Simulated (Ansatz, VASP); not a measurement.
## InGaAs2 (random alloy of the zinc-blende GaAs-InAs line, x = 0.5): VASP beside Ansatz

One calculation is typed for both programs; each brings its own data sets. How far apart do they land? Of the first pair: The structure shown is the start of the Ansatz relaxation below; VASP solves that cell, so the two are compared at the walk's first step.

Method: plane waves, with VASP 6.6.1 beside it; PBE, in Ansatz 0.2.0.

### Step 1. The starting structure

The cell holds 64 atoms: 16 In, 32 As and 16 Ga. Cell: a = 11.940 Å, b = 11.940 Å, c = 11.940 Å, α = 90.0°, β = 90.0°, γ = 90.0°. It derives from GaAs (zinc-blende GaAs-InAs), repeated 2×2×2. Zinc-blende GaAs-InAs: 64 atoms, 16 of 32 Ga sites given to In at random, cell and internal coordinates interpolated linearly between the end members (Vegard's rule); (so at first; earlier steps may have moved the atoms), displaced by a Gaussian of 0.02 A. Lattice constants are starting values near those of PBE.

### Step 2. Ansatz: relaxation, PBE

Ansatz runs on its default PAW (the set named soft_2) files.

The two programs are compared at the cell with which this relaxation starts, whose forces are those of its first step.

input.yaml

```yaml
crystal:
  lattice:
    - [11.94, 0.0, 0.0]
    - [0.0, 11.94, 0.0]
    - [0.0, 0.0, 11.94]
  atoms:
    - { symbol: In, position: [0.00272, 0.99898, 0.99912] }
    - { symbol: As, position: [0.1232, 0.12645, 0.12114] }
    - { symbol: Ga, position: [0.00292, 0.24872, 0.25053] }
    - { symbol: As, position: [0.12458, 0.37745, 0.37155] }
    - { symbol: Ga, position: [0.24946, 0.99936, 0.2519] }
    - { symbol: As, position: [0.37316, 0.12471, 0.37353] }
    - { symbol: Ga, position: [0.25007, 0.25098, 0.99816] }
    - { symbol: As, position: [0.37692, 0.37651, 0.12584] }
    - { symbol: In, position: [0.00151, 0.99885, 0.49979] }
    - { symbol: As, position: [0.12343, 0.12455, 0.62589] }
    - { symbol: Ga, position: [0.99884, 0.24934, 0.74885] }
    - { symbol: As, position: [0.12358, 0.37388, 0.87498] }
    - { symbol: Ga, position: [0.24813, 0.00039, 0.75278] }
    - { symbol: As, position: [0.37624, 0.12468, 0.87351] }
    - { symbol: Ga, position: [0.24875, 0.25283, 0.50009] }
    - { symbol: As, position: [0.37393, 0.37532, 0.62852] }
    - { symbol: Ga, position: [0.0002, 0.50103, 0.0005] }
    - { symbol: As, position: [0.12441, 0.62309, 0.12441] }
    - { symbol: Ga, position: [0.99965, 0.75098, 0.25141] }
    - { symbol: As, position: [0.12656, 0.87548, 0.37648] }
    - { symbol: In, position: [0.24874, 0.5021, 0.25086] }
    - { symbol: As, position: [0.3745, 0.62582, 0.37487] }
    - { symbol: In, position: [0.2519, 0.75255, 0.00366] }
    - { symbol: As, position: [0.37266, 0.87258, 0.12415] }
    - { symbol: Ga, position: [0.00027, 0.50147, 0.50053] }
    - { symbol: As, position: [0.12161, 0.62449, 0.62639] }
    - { symbol: In, position: [0.00039, 0.75128, 0.74963] }
    - { symbol: As, position: [0.12466, 0.87531, 0.87569] }
    - { symbol: Ga, position: [0.25033, 0.5002, 0.74888] }
    - { symbol: As, position: [0.37563, 0.6252, 0.87689] }
    - { symbol: Ga, position: [0.25201, 0.75031, 0.49937] }
    - { symbol: As, position: [0.37393, 0.87571, 0.62513] }
    - { symbol: Ga, position: [0.49942, 7.0e-05, 0.99896] }
    - { symbol: As, position: [0.62617, 0.12425, 0.12705] }
    - { symbol: In, position: [0.50068, 0.25099, 0.24817] }
    - { symbol: As, position: [0.62528, 0.37624, 0.3734] }
    - { symbol: In, position: [0.74955, 5.0e-05, 0.2477] }
    - { symbol: As, position: [0.87553, 0.12642, 0.37356] }
    - { symbol: In, position: [0.75059, 0.2478, 0.99994] }
    - { symbol: As, position: [0.87229, 0.37688, 0.12568] }
    - { symbol: Ga, position: [0.49996, 0.9987, 0.50213] }
    - { symbol: As, position: [0.62829, 0.12189, 0.62707] }
    - { symbol: In, position: [0.50273, 0.25057, 0.74799] }
    - { symbol: As, position: [0.62645, 0.3747, 0.87399] }
    - { symbol: In, position: [0.74794, 0.00092, 0.75133] }
    - { symbol: As, position: [0.87396, 0.12587, 0.87308] }
    - { symbol: Ga, position: [0.75134, 0.25008, 0.49969] }
    - { symbol: As, position: [0.87483, 0.37646, 0.62626] }
    - { symbol: In, position: [0.50089, 0.50023, 0.00013] }
    - { symbol: As, position: [0.62604, 0.62539, 0.12614] }
    - { symbol: In, position: [0.49948, 0.74592, 0.25174] }
    - { symbol: As, position: [0.62866, 0.87574, 0.37483] }
    - { symbol: Ga, position: [0.74977, 0.4998, 0.25003] }
    - { symbol: As, position: [0.87312, 0.62413, 0.37333] }
    - { symbol: In, position: [0.75042, 0.7495, 0.00083] }
    - { symbol: As, position: [0.87471, 0.87665, 0.12536] }
    - { symbol: In, position: [0.50367, 0.49682, 0.49892] }
    - { symbol: As, position: [0.62651, 0.62924, 0.62458] }
    - { symbol: In, position: [0.50007, 0.74962, 0.75223] }
    - { symbol: As, position: [0.62452, 0.87614, 0.87446] }
    - { symbol: Ga, position: [0.74787, 0.50053, 0.75084] }
    - { symbol: As, position: [0.87717, 0.62481, 0.87397] }
    - { symbol: In, position: [0.75094, 0.7504, 0.50047] }
    - { symbol: As, position: [0.87488, 0.87694, 0.62562] }
kpoints:
  mp_grid: { grid: [1, 1, 1] }
hamiltonian:
  xc: pbe
scf:
  occupations: { method: fermi_dirac, width: 0.025 }
output:
  forces: true
relax:
  f_tol: 0.04
  max_steps: 150
  cell: {}
```

On the command line:

```bash
> ansatz run input.yaml --threads 4 --pin off --max-ram 8192MiB --backend cpu --events-out ev --progress --plain --runs-dir out
```

Numbers of over 12 decimals in the logs are rounded to 6 here.

Log:

```text
Engine: ansatz 0.2.0, aarch64-unknown-linux-gnu
Pseudopotentials: kind: paw
Pseudopotential: In, paw, valence charge 13, recommended cutoff 420 eV (normal), In.paw.azcp
Pseudopotential: As, paw, valence charge 15, recommended cutoff 420 eV (normal), As.paw.azcp
Pseudopotential: Ga, paw, valence charge 13, recommended cutoff 420 eV (normal), Ga.paw.azcp
Functional definition: PBE
  parameter kappa = 0.804
  parameter beta = 0.066725
  exchange = pbe_x(kappa = kappa, mu = beta*pi^2/3)
  correlation = pbe_c(beta = beta)
Crystal: 64 atoms, lattice volume = 1702.209 Å³
Basis set: ecut = 420 eV, 33371 PW (Γ), exchange–correlation on 160×160×160 points (8 copies of the dense FFT grid, shifted against one another)
Bands: 538, of which v1, the nominal top of the filled ones, is band 448 counted from 1 (447 counted from 0)
Symmetry: 1 space group operations
Space group: P1 (ITA 1), of the structure as read, at distance tolerance 1.2e-4 Å
k-points: 1
Non-local potential: In, projectors of the file, l = 0: 2, l = 1: 2, l = 2: 2, l = 3: 2
Non-local potential: As, projectors of the file, l = 0: 2, l = 1: 2, l = 2: 3, l = 3: 1
Non-local potential: Ga, projectors of the file, l = 0: 2, l = 1: 2, l = 2: 3, l = 3: 1
PAW form: soft (Blöchl's): semilocal exchange-correlation on the pseudo side does not see the compensation charge
PAW one-centre angular grid: In, 590 points (default); XC on 64 Gauss nodes
PAW one-centre angular grid: As, 590 points (default); XC on 64 Gauss nodes
PAW one-centre angular grid: Ga, 590 points (default); XC on 64 Gauss nodes
Initial density: superposition of atomic densities (neutral atoms: chi_scale 0, normalization atom), corrected by the library's trained network
Initial wavefunctions: pseudopotential atomic-orbital guess
Functional: x = pbe(κ = 0.804, μ = 0.219515), c = pbe(β = 0.066725)
SCF iter   1: F=—  HF=-305500.265115 eV  |F-HF|=—  |Δ(HF+E_count)|=         —  Δρ=1.07e-3  dr2=3.91e-2  ethr=1.77e-3  ⟨swp⟩=6.0  Hψ=2002  notcnv=0
preconditioner: auto → LDOS  [metal: Δε(μ)=0.029 eV  Ē_g=13.983 eV  σ=0.025 eV  W_gap=0.26  n_scr=436 (ndim 8)  ℏωp=21.6 eV  f_vac=0.113  D(μ)=49.30/eV (n_scr^D=340)  β→1.0]
SCF iter   2: F=—  HF=-305500.238648 eV  |F-HF|=—  |Δ(HF+E_count)|=   2.65e-2  Δρ=6.64e-4  dr2=9.73e-3  ethr=4.36e-6  ⟨swp⟩=2.0  Hψ=1078  notcnv=0  defer=79
SCF iter   3: F=—  HF=-305500.236321 eV  |F-HF|=—  |Δ(HF+E_count)|=   2.33e-3  Δρ=3.26e-4  dr2=3.15e-3  ethr=1.09e-6  ⟨swp⟩=2.0  Hψ=908  notcnv=0  defer=79
SCF iter   4: F=—  HF=-305500.235396 eV  |F-HF|=—  |Δ(HF+E_count)|=   9.25e-4  Δρ=1.39e-4  dr2=1.37e-3  ethr=3.51e-7  ⟨swp⟩=2.0  Hψ=745  notcnv=0  defer=79
SCF iter   5: F=—  HF=-305500.235244 eV  |F-HF|=—  |Δ(HF+E_count)|=   1.52e-4  Δρ=9.09e-5  dr2=5.84e-4  ethr=1.53e-7  ⟨swp⟩=3.0  Hψ=908  notcnv=0  defer=79
SCF iter   6: F=—  HF=-305500.235120 eV  |F-HF|=—  |Δ(HF+E_count)|=   1.24e-4  Δρ=4.13e-5  dr2=1.19e-4  ethr=6.52e-8  ⟨swp⟩=2.0  Hψ=748  notcnv=0  defer=79
SCF iter   7: F=—  HF=-305500.235087 eV  |F-HF|=—  |Δ(HF+E_count)|=   3.34e-5  Δρ=1.87e-5  dr2=1.22e-5  ethr=1.33e-8  ⟨swp⟩=2.0  Hψ=661  notcnv=0  defer=79
SCF iter   8: F=—  HF=-305500.234907 eV  |F-HF|=—  |Δ(HF+E_count)|=   1.80e-4  Δρ=7.54e-6  dr2=2.74e-6  ethr=1.36e-9  ⟨swp⟩=2.0  Hψ=873  notcnv=0  defer=79
SCF iter   9: F=—  HF=-305500.234907 eV  |F-HF|=—  |Δ(HF+E_count)|=   5.24e-8  Δρ=3.26e-6  dr2=1.02e-6  ethr=3.05e-10  ⟨swp⟩=2.0  Hψ=726  notcnv=0  defer=79
SCF iter  10: F=—  HF=-305500.234907 eV  |F-HF|=—  |Δ(HF+E_count)|=   1.28e-7  Δρ=2.10e-6  dr2=4.08e-7  ethr=1.14e-10  ⟨swp⟩=2.0  Hψ=812  notcnv=0  defer=79
SCF iter  11: F=—  HF=-305500.234907 eV  |F-HF|=—  |Δ(HF+E_count)|=   5.79e-8  Δρ=1.33e-6  dr2=1.30e-7  ethr=4.55e-11  ⟨swp⟩=2.0  Hψ=747  notcnv=0  defer=79
SCF iter  12: F=-305500.234907 eV  HF=-305500.234907 eV  |F-HF|=2.29e-8  |Δ(HF+E_count)|=   1.93e-8  Δρ=7.96e-7  dr2=1.98e-8  ethr=1.12e-11  ⟨swp⟩=4.0  Hψ=1427  notcnv=0
SCF 1 converged in 12 iterations: F = -305500.234907 eV  dr2 = 1.98e-8
  greatest PAW one-centre occupation: 0.999 electrons in one spin orbital (limit 2), on the As atom at site 1 (counted from 0), in its partial waves of l = 2
relax step   1: F+E_penalty+E_count = -305500.23490676 eV  Δ(F+E_penalty+E_count) = +0.000e0 eV  max|allowed force component| = 1.730e0 eV/Å  Δτ_max = 0.0000 Å  P = +1.790 GPa  Ω = 1702.209 Å³  (12 SCF iters, dr2 threshold 1.00e-7 eV, accepted)
Crystal: 64 atoms, lattice volume = 1755.439 Å³
Basis set: ecut = 420 eV, 34399 PW (Γ), exchange–correlation on 160×160×160 points (8 copies of the dense FFT grid, shifted against one another)
Initial density: handed on by an earlier stage of this run
Initial wavefunctions: those handed on with the density
iter 1 solved again at ethr=5.99e-5 eV; its pass at ethr=3.10e-3 eV (dr2=5.37e-1 eV) is discarded
[...]
atom  12  As     0.01337146    -0.00078977     0.00980649
  atom  13  Ga    -0.01068837     0.00807711    -0.00589331
  atom  14  As     0.00118501    -0.00164676     0.00720449
  atom  15  Ga    -0.00357832     0.00719605    -0.01663681
  atom  16  As     0.00542905    -0.00729870     0.00001217
  atom  17  Ga    -0.00360844     0.00034299    -0.00561085
  atom  18  As     0.00829965    -0.00758080     0.00123888
  atom  19  Ga    -0.00580053     0.00882298     0.00367979
  atom  20  As     0.00034045    -0.00801900    -0.00236172
  atom  21  In    -0.01168701     0.00348432    -0.00320961
  atom  22  As     0.01128605    -0.01109931    -0.00177237
  atom  23  In    -0.00414299     0.01098438    -0.00062651
  atom  24  As    -0.00316585    -0.00879929     0.00439956
  atom  25  Ga    -0.00657700     0.00429152    -0.00746498
  atom  26  As     0.01232459    -0.00520182    -0.00770182
  atom  27  In    -0.00895100     0.00929619    -0.00522116
  atom  28  As     0.00697812     0.00177705    -0.00013267
  atom  29  Ga    -0.00969942     0.00480444    -0.00098784
  atom  30  As     0.00883372    -0.01236821     0.00098615
  atom  31  Ga    -0.00833857     0.00362985     0.00317244
  atom  32  As     0.00213045    -0.00404328     0.00537593
  atom  33  Ga    -0.00064822     0.00772931    -0.00753336
  atom  34  As     0.00485116    -0.00888277    -0.00144683
  atom  35  In    -0.00922346     0.00354703    -0.00441198
[...]
atom  57  In    -0.00783009     0.00165949    -0.00353482
  atom  58  As     0.00917686    -0.00584809     0.01257809
  atom  59  In    -0.01002951    -0.00036437    -0.00841291
  atom  60  As     0.01081770    -0.00330875     0.00979711
  atom  61  Ga    -0.01618553     0.00813024    -0.00144898
  atom  62  As     0.00257292    -0.00192292     0.00565356
  atom  63  In    -0.00486222     0.00655369    -0.00406129
  atom  64  As     0.00765966    -0.00555285     0.00975302
  max |Σ_I F_I| component: 1.91e-6 eV/Å
--- Stress (GPa, compression-positive) ---
       -0.019857      -0.019962      -0.006832
       -0.019962      -0.012579      -0.008955
       -0.006832      -0.008955      -0.001194
  P = ⅓ Tr σ = -0.0112 GPa (-0.112 kbar)
--- Relaxed structure (7 steps of the walk, 6 accepted, 1 SCFs on fresh bases) ---
  F+E_penalty+E_count = -305503.37886470 eV   max|allowed force component| = 1.768e-2 eV/Å   (the final SCF, on the basis selected at the relaxed cell)
  cell:  # Å, volume = 1730.4416 Å³
    - [12.022369, 0.060299, -0.041210]
    - [0.060299, 11.988302, 0.055913]
    - [-0.041210, 0.055913, 12.007008]
  atoms:
    - { symbol: In, position: [0.00630412, 1.004041, 1.004153] }
    - { symbol: As, position: [0.130020, 0.133758, 0.134773] }
    - { symbol: Ga, position: [0.00336407, 0.253262, 0.254138] }
    - { symbol: As, position: [0.118866, 0.368123, 0.383016] }
    - { symbol: Ga, position: [0.249941, 1.001736, 0.253806] }
    - { symbol: As, position: [0.365462, 0.122331, 0.382086] }
    - { symbol: Ga, position: [0.246445, 0.247607, 1.000394] }
    - { symbol: As, position: [0.366618, 0.369822, 0.117998] }
    - { symbol: In, position: [0.00676624, 1.002972, 0.498123] }
    - { symbol: As, position: [0.129766, 0.132345, 0.631937] }
    - { symbol: Ga, position: [1.005153, 0.255233, 0.749945] }
    - { symbol: As, position: [0.123706, 0.374708, 0.876153] }
    - { symbol: Ga, position: [0.253168, 0.00360339, 0.748869] }
    - { symbol: As, position: [0.367271, 0.121571, 0.879650] }
    - { symbol: Ga, position: [0.246630, 0.247450, 0.504274] }
    - { symbol: As, position: [0.360317, 0.375064, 0.622688] }
    - { symbol: Ga, position: [0.00126451, 0.495380, 0.000464714] }
    - { symbol: As, position: [0.111820, 0.625757, 0.121002] }
    - { symbol: Ga, position: [1.003610, 0.745299, 0.252197] }
    - { symbol: As, position: [0.130021, 0.868765, 0.367180] }
    - { symbol: In, position: [0.243817, 0.497752, 0.252277] }
    - { symbol: As, position: [0.367261, 0.630782, 0.380302] }
    - { symbol: In, position: [0.248798, 0.751545, 0.00013242] }
    - { symbol: As, position: [0.371740, 0.888858, 0.124695] }
    - { symbol: Ga, position: [0.00182123, 0.495500, 0.501110] }
    - { symbol: As, position: [0.129951, 0.617890, 0.615657] }
    - { symbol: In, position: [0.00432254, 0.743013, 0.748093] }
    - { symbol: As, position: [0.128991, 0.883614, 0.864351] }
    - { symbol: Ga, position: [0.243738, 0.494880, 0.748784] }
    - { symbol: As, position: [0.364663, 0.618578, 0.866157] }
    - { symbol: Ga, position: [0.248520, 0.751494, 0.500437] }
    - { symbol: As, position: [0.366496, 0.883018, 0.618062] }
    - { symbol: Ga, position: [0.494737, 0.00175503, 1.000856] }
    - { symbol: As, position: [0.618408, 0.121750, 0.115577] }
    - { symbol: In, position: [0.499011, 0.247309, 0.253181] }
    - { symbol: As, position: [0.637640, 0.375766, 0.372928] }
    - { symbol: In, position: [0.750863, 0.00206288, 0.252947] }
    - { symbol: As, position: [0.876067, 0.139247, 0.373517] }
    - { symbol: In, position: [0.755400, 0.253245, 1.000795] }
    - { symbol: As, position: [0.883642, 0.379862, 0.130694] }
    - { symbol: Ga, position: [0.494146, 1.002723, 0.501417] }
    - { symbol: As, position: [0.622431, 0.128999, 0.608484] }
    - { symbol: In, position: [0.497062, 0.247778, 0.748126] }
    - { symbol: As, position: [0.630770, 0.380648, 0.864217] }
    - { symbol: In, position: [0.746875, 0.00423891, 0.749522] }
    - { symbol: As, position: [0.882965, 0.133660, 0.866689] }
    - { symbol: Ga, position: [0.755137, 0.253650, 0.500053] }
    - { symbol: As, position: [0.878055, 0.374664, 0.623756] }
    - { symbol: In, position: [0.501448, 0.498270, -0.000902033] }
    - { symbol: As, position: [0.629970, 0.617127, 0.135180] }
    - { symbol: In, position: [0.498683, 0.752734, 0.252618] }
    - { symbol: As, position: [0.616990, 0.883399, 0.382963] }
    - { symbol: Ga, position: [0.760562, 0.497407, 0.253321] }
    - { symbol: As, position: [0.884359, 0.618669, 0.370368] }
    - { symbol: In, position: [0.752217, 0.745556, 0.00309548] }
    - { symbol: As, position: [0.882469, 0.870025, 0.131871] }
    - { symbol: In, position: [0.502147, 0.497375, 0.502289] }
    - { symbol: As, position: [0.632300, 0.618885, 0.632713] }
    - { symbol: In, position: [0.496848, 0.751691, 0.749045] }
    - { symbol: As, position: [0.616501, 0.881578, 0.882371] }
    - { symbol: Ga, position: [0.759230, 0.494711, 0.748379] }
    - { symbol: As, position: [0.876470, 0.611949, 0.874236] }
    - { symbol: In, position: [0.753197, 0.745143, 0.498293] }
    - { symbol: As, position: [0.875393, 0.876720, 0.623005] }
```

The column dr2 measures how far the density is from self-consistency, as an energy; F and HF (Harris–Foulkes) agree once it is small.

(Part 1 of 2 ends here.)

[Lines on the potential files, build, host, timing and source positions are cut from VASP's logs without a mark.]

[Logs are printed without paths, hosts, clocks, repeated set-up lines and the standing remarks that a program may print on its own settings, such as how far it seeks lower states.]

[Hosts, paths, dates, database ids (printed as entryN), source tags and the programs' standing remarks are cut or masked in the printed files.]
